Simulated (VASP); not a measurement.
# Vibrations of Al2O3 (Corundum): a test of the settings, part 2 of 2

Aim: test the modes of Al2O3 (Corundum) against the numerical settings. The starting structure is a measured crystal structure from the Crystallography Open Database.

VASP 6.6.1.

Results so far: reference Eg (5) 754.4 cm⁻¹.

**3. Modes with a 3×3×3 mesh**

Level of this step: LDA; plane waves and PAW (Al, O) (VASP).

Against step 2 the input has a 3×3×3 mesh (also changed: KPAR).

Contents of INCAR:

```
SYSTEM = Al2O3
PREC = Accurate
ENCUT = 520
EDIFF = 1E-08
NELM = 100
ISMEAR = 0
SIGMA = 0.03
LREAL = .FALSE.
ALGO = Normal
GGA = CA
NBANDS = 34
LORBIT = 11
LWAVE = .FALSE.
LCHARG = .FALSE.
KPAR = 2
IBRION = 6
NFREE = 2
POTIM = 0.015
NSW = 1
ISIF = 2
```

Contents of POSCAR:

```
Al2O3
1.0
    2.3675317589      1.3668950983      4.3008745291
   -2.3675317589      1.3668950983      4.3008745291
    0.0000000000     -2.7337901966      4.3008745291
Al O
4 6
Direct
    0.1479949731      0.1479949731      0.1479949731
    0.3520050269      0.3520050269      0.3520050269
    0.8520050269      0.8520050269      0.8520050269
    0.6479949731      0.6479949731      0.6479949731
    0.9442605397      0.2500000000      0.5557394603
    0.5557394603      0.9442605397      0.2500000000
    0.2500000000      0.5557394603      0.9442605397
    0.0557394603      0.7500000000      0.4442605397
    0.4442605397      0.0557394603      0.7500000000
    0.7500000000      0.4442605397      0.0557394603
```

Contents of KPOINTS:

```
Automatic mesh
0
Gamma
3 3 3
0 0 0
```

PAW data sets: Al and O (LDA family, release 64).

Command:

```
$ mpirun -np 16 vasp_std
```

The program printed:

```text
[banner, memory and clock lines left out]
running   16 mpi-ranks, on    1 nodes
[...]
[... a notice as in an earlier step ...]

 LDA part: xc-table for (Slater(with rela. corr.)+CA(PZ))
 , standard interpolation
|                                                                             |
|           W    W    AA    RRRRR   N    N  II  N    N   GGGG   !!!           |
|           W    W   A  A   R    R  NN   N  II  NN   N  G    G  !!!           |
|           W    W  A    A  R    R  N N  N  II  N N  N  G       !!!           |
|           W WW W  AAAAAA  RRRRR   N  N N  II  N  N N  G  GGG   !            |
|           WW  WW  A    A  R   R   N   NN  II  N   NN  G    G                |
|           W    W  A    A  R    R  N    N  II  N    N   GGGG   !!!           |
|                                                                             |
|     The number of bands has been changed from the values supplied in        |
|     The orbitals not found in the WAVECAR file will be initialized with     |
[...]
DAV:   1     0.187234938411E+03    0.18723E+03   -0.24793E+04   480   0.115E+03
DAV:   2    -0.805084771865E+02   -0.26774E+03   -0.25925E+03   584   0.258E+02
DAV:   3    -0.915029448799E+02   -0.10994E+02   -0.10958E+02   624   0.506E+01
DAV:   4    -0.915728126291E+02   -0.69868E-01   -0.69842E-01   568   0.470E+00
[...]
DAV:  12    -0.831025066433E+02   -0.14321E-06   -0.31205E-06   568   0.108E-02    0.636E-03
DAV:  13    -0.831025062792E+02    0.36413E-06   -0.11175E-06   624   0.592E-03    0.140E-03
DAV:  14    -0.831025062787E+02    0.49204E-09   -0.50525E-08   496   0.122E-03
   1 F= -.83102506E+02 E0= -.83102506E+02  d E =-.362466E-13
[... from here on, the cycles between the ionic steps are left out ...]
   2 F= -.83100202E+02 E0= -.83100202E+02  d E =-.441913E-29
   3 F= -.83100170E+02 E0= -.83100170E+02  d E =-.830754E-29
   4 F= -.83100332E+02 E0= -.83100332E+02  d E =-.128600E-10
   5 F= -.83100353E+02 E0= -.83100353E+02  d E =-.984958E-29
   6 F= -.83100384E+02 E0= -.83100384E+02  d E =-.875811E-29
   7 F= -.83100365E+02 E0= -.83100365E+02  d E =-.190531E-29
   8 F= -.83100694E+02 E0= -.83100694E+02  d E =-.383412E-29
   9 F= -.83100694E+02 E0= -.83100694E+02  d E =-.395431E-29
 Finite differences progress:
  Degree of freedom:   4/  4
  Displacement:        2/  2
  Total:               8/  8
```

Wall time 24 s (16 MPI ranks of Intel Xeon Platinum 8375C at 2.90GHz (Ice Lake), shared host); peak memory 2.9 GiB; 6 min of CPU time.

Parts of OUTCAR (step 3):

```text
  Total       -0.0451466      0.0369567     -0.0054867     -0.0230332      0.0251429      0.0132726
  in kB       -0.8661578      0.7090302     -0.1052653     -0.4419022      0.4823770      0.2546414
  external PRESSURE =      -0.0874643 kB  Pullay stress =       0.0000000 kB

 POSITION                                       TOTAL-FORCE (eV/Angst)
 -----------------------------------------------------------------------------------
      0.00000      0.00000      1.90952         0.003167      0.002298     -0.018361
      0.00000      0.00000      4.54179         0.000792     -0.001626     -0.016416
      0.00000      0.00000     10.99310         0.017874     -0.033504     -0.033672
      0.00000      0.00000      8.36084         0.035727      0.001281     -0.032222
      1.64368      0.11315      7.51153        -0.080363      0.043240      0.241525
     -0.91984      1.36690      7.52653         0.005824      0.002327      0.007612
     -0.72385     -1.48005      7.52653        -0.000418     -0.003908      0.007515
     -1.64368     -0.11315      5.37609         0.048349     -0.025996     -0.068639
      0.91984     -1.36690      5.37609        -0.028487     -0.012590     -0.043703
      0.72385      1.48005      5.37609        -0.002465      0.028478     -0.043639
 -----------------------------------------------------------------------------------
    total drift:                                0.000035     -0.000009      0.000112

  FREE ENERGIE OF THE ION-ELECTRON SYSTEM (eV)
  ---------------------------------------------------
  free  energy   TOTEN  =       -83.1006942807 eV

  energy  without entropy=      -83.1006942807  energy(sigma->0) =      -83.10069428

[... 1 part as in an earlier step ...]

[... 2 further parts left out ...]
[key lines of the parts left out:]
E-fermi :   6.2638
```

The last energy, forces and stress in OUTCAR belong to the last displaced cell, not to that of POSCAR.

With a 3×3×3 mesh the modes are at the top Eg (5) 754.5, A2g (3) 751.9 cm⁻¹, at the bottom Eg (1) 373.9, A2g (1) 312.9 cm⁻¹, with 14 more of the listed ones between; the largest shift is -0.2 cm⁻¹, in A2u (2), from the reference.

**4. Modes with a cutoff of 400 eV**

Against step 2 the input has ENCUT = 400.

Changes to INCAR since step 3:

```diff
@@ -2,3 +2,3 @@
 PREC = Accurate
-ENCUT = 520
+ENCUT = 400
 EDIFF = 1E-08
@@ -14,3 +14,3 @@
 LCHARG = .FALSE.
-KPAR = 2
+KPAR = 16
 IBRION = 6
```

POSCAR is that of step 3.

Contents of KPOINTS:

```
Automatic mesh
0
Gamma
6 6 6
0 0 0
```

Command:

```
$ mpirun -np 16 vasp_std
```

The program printed:

```text
[banner, memory and clock lines left out]
running   16 mpi-ranks, on    1 nodes
[...]
[... a notice as in an earlier step ...]

 LDA part: xc-table for (Slater(with rela. corr.)+CA(PZ))
 , standard interpolation
 POSCAR, INCAR and KPOINTS ok, starting setup
[...]
entering main loop
       N       E                     dE             d eps       ncg     rms          rms(c)
DAV:   1     0.180033696495E+03    0.18003E+03   -0.21973E+04  2184   0.109E+03
DAV:   2    -0.817236338901E+02   -0.26176E+03   -0.25459E+03  2750   0.265E+02
DAV:   3    -0.914683568852E+02   -0.97447E+01   -0.97182E+01  2814   0.534E+01
DAV:   4    -0.915323103794E+02   -0.63953E-01   -0.63916E-01  2696   0.500E+00
[...]
DAV:  12    -0.832561828544E+02   -0.13114E-06   -0.36780E-06  2708   0.126E-02    0.580E-03
DAV:  13    -0.832561825432E+02    0.31112E-06   -0.12178E-06  2678   0.632E-03    0.136E-03
DAV:  14    -0.832561825427E+02    0.51386E-09   -0.37021E-08  2390   0.115E-03
   1 F= -.83256183E+02 E0= -.83256183E+02  d E =-.131226E-22
[... from here on, the cycles between the ionic steps are left out ...]
   2 F= -.83253881E+02 E0= -.83253881E+02  d E =-.486552E-22
   3 F= -.83253849E+02 E0= -.83253849E+02  d E =-.527697E-22
   4 F= -.83253949E+02 E0= -.83253949E+02  d E =-.109311E-23
   5 F= -.83254088E+02 E0= -.83254088E+02  d E =-.299119E-21
   6 F= -.83253952E+02 E0= -.83253952E+02  d E =-.137661E-26
   7 F= -.83254142E+02 E0= -.83254142E+02  d E =-.954042E-19
   8 F= -.83254356E+02 E0= -.83254356E+02  d E =-.222112E-22
   9 F= -.83254356E+02 E0= -.83254356E+02  d E =-.221950E-22
 Finite differences progress:
  Degree of freedom:   4/  4
  Displacement:        2/  2
  Total:               8/  8
```

The job ended after 98 s (16 MPI ranks; peak memory 7.2 GiB; 26 min of CPU time).

From OUTCAR (step 4):

```text
  Total       -3.4243570     -3.3421404     -3.3266930     -0.0231208      0.0250345      0.0132171
  in kB      -65.6977646    -64.1204039    -63.8240392     -0.4435821      0.4802976      0.2535758
  external PRESSURE =     -64.5474026 kB  Pullay stress =       0.0000000 kB

 POSITION                                       TOTAL-FORCE (eV/Angst)
 -----------------------------------------------------------------------------------
      0.00000      0.00000      1.90952         0.003201      0.002376     -0.022425
      0.00000      0.00000      4.54179         0.000732     -0.001720     -0.012557
      0.00000      0.00000     10.99310         0.017810     -0.033331     -0.029546
      0.00000      0.00000      8.36084         0.035582      0.001254     -0.036065
      1.64368      0.11315      7.51153        -0.086569      0.030686      0.243638
     -0.91984      1.36690      7.52653         0.019856      0.002323      0.007467
     -0.72385     -1.48005      7.52653        -0.007384      0.008173      0.007386
     -1.64368     -0.11315      5.37609         0.055356     -0.013910     -0.068521
      0.91984     -1.36690      5.37609        -0.043116     -0.012929     -0.044723
      0.72385      1.48005      5.37609         0.004532      0.017078     -0.044654
 -----------------------------------------------------------------------------------
    total drift:                               -0.000026      0.000005      0.000095

  FREE ENERGIE OF THE ION-ELECTRON SYSTEM (eV)
  ---------------------------------------------------
  free  energy   TOTEN  =       -83.2543557125 eV

  energy  without entropy=      -83.2543557125  energy(sigma->0) =      -83.25435571

[... 1 part as in an earlier step ...]

[... 2 further parts left out ...]
[key lines of the parts left out:]
E-fermi :   6.2157
```

With a cutoff of 400 eV the modes are at the top Eg (5) 754.4, A2g (3) 753.0 cm⁻¹, at the bottom Eg (1) 375.9, A2g (1) 313.2 cm⁻¹, with 14 more of the listed ones between; the largest shift is +4.4 cm⁻¹, in A2g (2), from the reference.

**5. Modes with an 8×8×8 mesh**

Against step 2 the input has an 8×8×8 mesh.

Changes to INCAR since step 4:

```diff
@@ -2,3 +2,3 @@
 PREC = Accurate
-ENCUT = 400
+ENCUT = 520
 EDIFF = 1E-08
```

POSCAR is that of step 4.

Contents of KPOINTS:

```
Automatic mesh
0
Gamma
8 8 8
0 0 0
```

Command:

```
$ mpirun -np 16 vasp_std
```

The program printed:

```text
[... set-up lines as in an earlier step ...]
 entering main loop
       N       E                     dE             d eps       ncg     rms          rms(c)
DAV:   1     0.214385203109E+03    0.21439E+03   -0.25472E+04  4428   0.135E+03
DAV:   2    -0.797820124751E+02   -0.29417E+03   -0.28474E+03  5614   0.292E+02
DAV:   3    -0.914882500752E+02   -0.11706E+02   -0.11668E+02  5718   0.596E+01
DAV:   4    -0.915731541269E+02   -0.84904E-01   -0.84853E-01  5480   0.585E+00
[...]
DAV:  12    -0.831046938747E+02   -0.13323E-06   -0.39823E-06  5518   0.135E-02    0.622E-03
DAV:  13    -0.831046935709E+02    0.30377E-06   -0.11825E-06  5452   0.637E-03    0.154E-03
DAV:  14    -0.831046935690E+02    0.18927E-08   -0.46395E-08  4982   0.130E-03
   1 F= -.83104694E+02 E0= -.83104694E+02  d E =-.389101E-20
[... from here on, the cycles between the ionic steps are left out ...]
   2 F= -.83102389E+02 E0= -.83102389E+02  d E =-.135880E-19
   3 F= -.83102357E+02 E0= -.83102357E+02  d E =-.147726E-19
   4 F= -.83102519E+02 E0= -.83102519E+02  d E =-.399618E-21
   5 F= -.83102541E+02 E0= -.83102541E+02  d E =-.682117E-19
   6 F= -.83102577E+02 E0= -.83102577E+02  d E =-.805631E-24
   7 F= -.83102547E+02 E0= -.83102547E+02  d E =-.137609E-16
   8 F= -.83102881E+02 E0= -.83102881E+02  d E =-.656852E-20
   9 F= -.83102881E+02 E0= -.83102881E+02  d E =-.656265E-20
 Finite differences progress:
  Degree of freedom:   4/  4
  Displacement:        2/  2
  Total:               8/  8
```

Wall time 5.5 min (16 MPI ranks); peak memory 16 GiB; 88 min of CPU time.

OUTCAR, selected parts (step 5):

```text
  Total       -0.0407687      0.0413904      0.0014410     -0.0230603      0.0251058      0.0132879
  in kB       -0.7821660      0.7940921      0.0276454     -0.4424221      0.4816665      0.2549337
  external PRESSURE =       0.0131905 kB  Pullay stress =       0.0000000 kB

 POSITION                                       TOTAL-FORCE (eV/Angst)
 -----------------------------------------------------------------------------------
      0.00000      0.00000      1.90952         0.003176      0.002314     -0.018416
      0.00000      0.00000      4.54179         0.000785     -0.001644     -0.016372
      0.00000      0.00000     10.99310         0.017875     -0.033512     -0.033613
      0.00000      0.00000      8.36084         0.035753      0.001287     -0.032277
      1.64368      0.11315      7.51153        -0.080022      0.043852      0.241569
     -0.91984      1.36690      7.52653         0.005101      0.002318      0.007581
     -0.72385     -1.48005      7.52653        -0.000062     -0.004506      0.007495
     -1.64368     -0.11315      5.37609         0.047986     -0.026598     -0.068644
      0.91984     -1.36690      5.37609        -0.027780     -0.012587     -0.043696
      0.72385      1.48005      5.37609        -0.002811      0.029077     -0.043627
 -----------------------------------------------------------------------------------
    total drift:                                0.000026     -0.000019      0.000095

  FREE ENERGIE OF THE ION-ELECTRON SYSTEM (eV)
  ---------------------------------------------------
  free  energy   TOTEN  =       -83.1028811473 eV

  energy  without entropy=      -83.1028811473  energy(sigma->0) =      -83.10288115

[... 1 part as in an earlier step ...]

[... 2 further parts left out ...]
[key lines of the parts left out:]
E-fermi :   6.2107
```

With an 8×8×8 mesh the modes are at the top Eg (5) 754.4, A2g (3) 751.8 cm⁻¹, at the bottom Eg (1) 374.0, A2g (1) 312.9 cm⁻¹, with 14 more of the listed ones between; the largest shift is -0.1 cm⁻¹, in A2g (3), from the reference.

**6. The runs compared**

| run | Eg (5) | A2g (3) | A1u (2) | A1g (2) | A2u (1) | Eu (1) | Eg (1) | A2g (1) | core minutes |
| --- | --- | --- | --- | --- | --- | --- | --- | --- | --- |
| reference | 754.4 | 751.9 | 691.1 | 645.6 | 397.2 | 390.1 | 374.0 | 312.9 | 61.4 |
| a 3×3×3 mesh | 754.5 | 751.9 | 691.2 | 645.7 | 397.2 | 390.1 | 373.9 | 312.9 | 6.4 |
| a cutoff of 400 eV | 754.4 | 753.0 | 690.5 | 643.8 | 398.5 | 390.9 | 375.9 | 313.2 | 26.1 |
| an 8×8×8 mesh | 754.4 | 751.8 | 691.1 | 645.6 | 397.2 | 390.1 | 374.0 | 312.9 | 88.3 |

Modes are in cm⁻¹, degenerate ones as one, matched between runs by symmetry and order. A number in brackets counts the listed modes of one symmetry from the lowest. The symmetry labels come from an automatic analysis and can be wrong where levels nearly coincide. Between the highest four and the lowest four, 10 more are left out. Core minutes are wall time times ranks of the run shown, on a shared host.

**7. Outcome**

* Eg (5), reference: 754.4 cm⁻¹
* A2g (1), reference: 312.9 cm⁻¹
* Eg (5), a 3×3×3 mesh: 754.5 cm⁻¹
* A2g (1), a 3×3×3 mesh: 312.9 cm⁻¹
* Eg (5), a cutoff of 400 eV: 754.4 cm⁻¹
* A2g (1), a cutoff of 400 eV: 313.2 cm⁻¹
* Eg (5), an 8×8×8 mesh: 754.4 cm⁻¹
* A2g (1), an 8×8×8 mesh: 312.9 cm⁻¹

**Reading.** The largest change comes with a cutoff of 400 eV: +4.4 cm⁻¹ in A2g (2). On finer settings the modes change by up to -0.1 cm⁻¹ in A2g (3) with an 8×8×8 mesh. Other changes move the modes by more: +4.4 cm⁻¹ in A2g (2) with a cutoff of 400 eV. The frequencies are harmonic, and the splitting of polar modes by their long-range field is left out. Further runs on this material are not shown.

[Lines on the potential files, build, host, timing and source positions are cut from VASP's logs without a mark.]

[Logs are printed without paths, hosts, clocks, repeated set-up lines and the standing remarks that a program may print on its own settings, such as how far it seeks lower states.]

[Hosts, paths, dates, database ids (printed as entryN), source tags and the programs' standing remarks are cut or masked in the printed files.]
